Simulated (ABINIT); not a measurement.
Crystal: GaAs.

```
As Ga
1.0
     0.00000    2.82685    2.82685
     2.82685    0.00000    2.82685
     2.82685    2.82685    0.00000
As Ga
1 1
Cartesian
  4.2403 4.2403 4.2403
  0.0000 0.0000 0.0000
```

Program: ABINIT 10.8.3 (patched build). Alike in all runs: task band structure; potentials or basis JTH PAW PBE v2.0; no spin polarisation; cell as given; k mesh 8 × 8 × 8; cutoff (eV) 544; smearing fermi-dirac 0.05 eV.

Task: Order these runs on this cell by their pressure, lowest first.
A. level LDA
B. level PW91
C. level PBEsol
D. level revPBE
E. level BLYP

Result: A (-1.8 GPa), C (0.3 GPa), B (3.1 GPa), D (4.8 GPa), E (6.8 GPa).

Caveats: the PAW data sets were made with another functional, which shifts forces and pressure a little.
